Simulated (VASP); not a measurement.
Method: PBE GGA with D4 dispersion, VASP's PBE PAW potentials (set 64) (plane waves; VASP).

Input for VASP

INCAR:
```
SYSTEM  =  CsI
PREC  =  Accurate; ENCUT  =  520; LREAL  =  .FALSE.
LASPH  =  .TRUE.
EDIFF  =  1E-7; NELM  =  100; ALGO  =  Normal
LMAXMIX  =  4
ISMEAR  =  -5
GGA  =  PE; IVDW  =  13
ISIF  =  2
LWAVE  =  .FALSE.; LCHARG  =  .TRUE.; LORBIT  =  11
NEDOS  =  601
```

### KPOINTS
```
Automatic mesh
0
Gamma
7 7 7
0 0 0
```

**POSCAR**
```
CsI
4.5804330
  1.0000000548   0.0000000000   0.0000000000
  0.0000000000   1.0000000548   0.0000000000
  0.0000000000   0.0000000000   1.0000000548
Cs I
1 1
Direct
  0.0000000000   0.0000000000   0.0000000000
  0.5000000000   0.5000000000   0.5000000000
```

POTCAR, in this order: Cs_sv I (PBE.64 set). Program: vasp_std.

The resulting files:

OUTCAR:
```
 ion  position               nearest neighbor table
   1  0.000  0.000  0.000-
   2  0.500  0.500  0.500-
  LATTYP: Found a simple cubic cell.
 ALAT       =     4.5804332509
 Subroutine PRICEL returns:
 Original cell was already a primitive cell.
 Subroutine GETGRP returns: Found 48 space group operations
The static configuration has the point symmetry O_h .
The dynamic configuration has the point symmetry O_h .
 Subroutine INISYM returns: Found 48 space group operations
 Subroutine IBZKPT returns following result:
 Found     20 irreducible k-points:

 Following reciprocal coordinates:
            Coordinates               Weight
  0.000000  0.000000  0.000000      1.000000
  0.142857  0.000000  0.000000      6.000000
  0.285714  0.000000  0.000000      6.000000
  0.428571  0.000000  0.000000      6.000000
  0.142857  0.142857  0.000000     12.000000
  0.285714  0.142857  0.000000     24.000000
  0.428571  0.142857  0.000000     24.000000
  0.285714  0.285714  0.000000     12.000000
  0.428571  0.285714  0.000000     24.000000
  0.428571  0.428571  0.000000     12.000000
  0.142857  0.142857  0.142857      8.000000
  0.285714  0.142857  0.142857     24.000000
  0.428571  0.142857  0.142857     24.000000
  0.285714  0.285714  0.142857     24.000000
  0.428571  0.285714  0.142857     48.000000
  0.428571  0.428571  0.142857     24.000000
  0.285714  0.285714  0.285714      8.000000
  0.428571  0.285714  0.285714     24.000000
  0.428571  0.428571  0.285714     24.000000
  0.428571  0.428571  0.428571      8.000000
   k-points           NKPTS =     20   k-points in BZ     NKDIM =     20   number of bands    NBANDS=     12
   number of dos      NEDOS =    601   number of ions     NIONS =      2
   total plane-waves  NPLWV =  46656
   dimension x,y,z NGX =    36 NGY =   36 NGZ =   36
...
```

### OSZICAR
```
       N       E                     dE             d eps       ncg     rms          rms(c)
DAV:   1     0.931317473136E+02    0.93132E+02   -0.61811E+03   480   0.109E+03
DAV:   2     0.208592384618E+01   -0.91046E+02   -0.84868E+02   652   0.169E+02
DAV:   3    -0.547390884035E+01   -0.75598E+01   -0.75396E+01   596   0.554E+01
DAV:   4    -0.557126552984E+01   -0.97357E-01   -0.97329E-01   596   0.796E+00
DAV:   5    -0.557243713685E+01   -0.11716E-02   -0.11716E-02   568   0.867E-01    0.159E+00
DAV:   6    -0.545236106637E+01    0.12008E+00   -0.16295E-01   544   0.192E+00    0.121E+00
DAV:   7    -0.542741135454E+01    0.24950E-01   -0.13942E-01   560   0.183E+00    0.594E-01
DAV:   8    -0.543081928258E+01   -0.34079E-02   -0.97393E-03   532   0.643E-01    0.831E-02
DAV:   9    -0.543121038953E+01   -0.39111E-03   -0.93188E-04   588   0.208E-01    0.767E-02
DAV:  10    -0.543129911856E+01   -0.88729E-04   -0.12607E-04   552   0.794E-02    0.133E-02
DAV:  11    -0.543129686990E+01    0.22487E-05   -0.37835E-05   584   0.317E-02    0.547E-03
DAV:  12    -0.543129733435E+01   -0.46444E-06   -0.37966E-06   556   0.141E-02    0.253E-03
DAV:  13    -0.543129735798E+01   -0.23634E-07   -0.11903E-07   444   0.260E-03
   1 F= -.58217184E+01 E0= -.58217184E+01  d E =0.000000E+00
```

File OUTCAR:
```
------------------------ aborting loop because EDIFF is reached ----------------------------------------
  Edisp (eV):   -0.39042
  FORCE on cell =-STRESS in cart. coord.  units (eV):
  Direction    XX          YY          ZZ          XY          YZ          ZX
  --------------------------------------------------------------------------------------
  Total      -0.00107    -0.00107    -0.00107    -0.00000    -0.00000    -0.00000
  in kB      -0.01776    -0.01776    -0.01776    -0.00000    -0.00000    -0.00000
  external pressure =       -0.02 kB  Pullay stress =        0.00 kB
  volume of cell :       96.10
      direct lattice vectors                 reciprocal lattice vectors
     4.580433251  0.000000000  0.000000000     0.218319959  0.000000000  0.000000000
     0.000000000  4.580433251  0.000000000     0.000000000  0.218319959  0.000000000
     0.000000000  0.000000000  4.580433251     0.000000000  0.000000000  0.218319959
 POSITION                                       TOTAL-FORCE (eV/Angst)
 -----------------------------------------------------------------------------------
      0.00000      0.00000      0.00000         0.000000      0.000000      0.000000
      2.29022      2.29022      2.29022         0.000000      0.000000      0.000000
 -----------------------------------------------------------------------------------
    total drift:                               -0.000000      0.000000      0.000000
  FREE ENERGIE OF THE ION-ELECTRON SYSTEM (eV)
  ---------------------------------------------------
  free  energy   TOTEN  =        -5.8217184022 eV

  energy  without entropy=       -5.8217184022  energy(sigma->0) =       -5.82171840

 total charge

# of ion       s       p       d       tot
------------------------------------------
    1        1.834   4.704   0.028   6.567
    2        1.495   2.838   0.002   4.335
--------------------------------------------------
tot          3.329   7.543   0.030  10.902
```
(Selected blocks of OUTCAR.)

The compound is CsI in the CsCl type structure. It was relaxed first.
